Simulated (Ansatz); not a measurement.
**Phases of Sb at 49 GPa**

Structure types of Sb are relaxed in primitive cells with their symmetry kept at 49 GPa, first on PAW files, then by LAPW. The enthalpy is E + pV at zero temperature, without zero-point motion. Only the types listed were tried, and differences under about 5 meV/atom are mesh noise. The real phase may be another.

All numbers are PBE results (scalar-relativistic) from Ansatz 0.2.0, with Fermi–Dirac smearing of 0.08 eV, no spin polarisation. Methods: LAPW: all electrons, basis error target 0.5 meV/atom; PAW: frozen-core files, cutoff 420 eV.

k meshes: fcc 15×15×15, bcc 16×16×16, hcp 15×15×8, simple hexagonal 15×15×14, A7 12×12×12, beta tin 15×15×15.

Spin–orbit coupling is left out, which matters for the heavy atoms.

Q: Which type is lowest in enthalpy, and by how much?

A: bcc, 84 meV/atom below hcp. The whole table:

```json
{"start type": "fcc", "ends as": "fcc, Fm-3m", "a, b, c (Å)": "4.243, 4.243, 4.243", "V (Å³/atom)": "19.10", "H − H(lowest), LAPW (meV/atom)": "126.3", "same, PAW": "126.3"}
{"start type": "bcc", "ends as": "bcc, Im-3m", "a, b, c (Å)": "3.363, 3.363, 3.363", "V (Å³/atom)": "19.01", "H − H(lowest), LAPW (meV/atom)": "0.0", "same, PAW": "0.0"}
{"start type": "hcp", "ends as": "hcp, P6_3/mmc", "a, b, c (Å)": "2.995, 2.995, 4.920", "V (Å³/atom)": "19.11", "H − H(lowest), LAPW (meV/atom)": "84.1", "same, PAW": "84.1"}
{"start type": "simple hexagonal", "ends as": "simple hexagonal, P6/mmm", "a, b, c (Å)": "2.911, 2.911, 2.736", "V (Å³/atom)": "20.09", "H − H(lowest), LAPW (meV/atom)": "327.4", "same, PAW": "327.0"}
{"start type": "A7", "ends as": "fcc, Fm-3m", "a, b, c (Å)": "3.005, 3.005, 7.328", "V (Å³/atom)": "19.10", "H − H(lowest), LAPW (meV/atom)": "128.7", "same, PAW": "128.6"}
{"start type": "beta tin", "ends as": "beta tin, I4_1/amd", "a, b, c (Å)": "5.353, 5.353, 2.833", "V (Å³/atom)": "20.29", "H − H(lowest), LAPW (meV/atom)": "377.4", "same, PAW": "376.9"}
```

Q: Split the lead of bcc over hcp into energy and pV.

A: For hcp less bcc: ΔE = +53.8 meV/atom, and p·ΔV = 49 GPa × +0.0993 Å³ × 6.242 meV/(GPa·Å³) = +30.4 meV/atom, together 84.2 meV/atom. bcc wins on both counts.
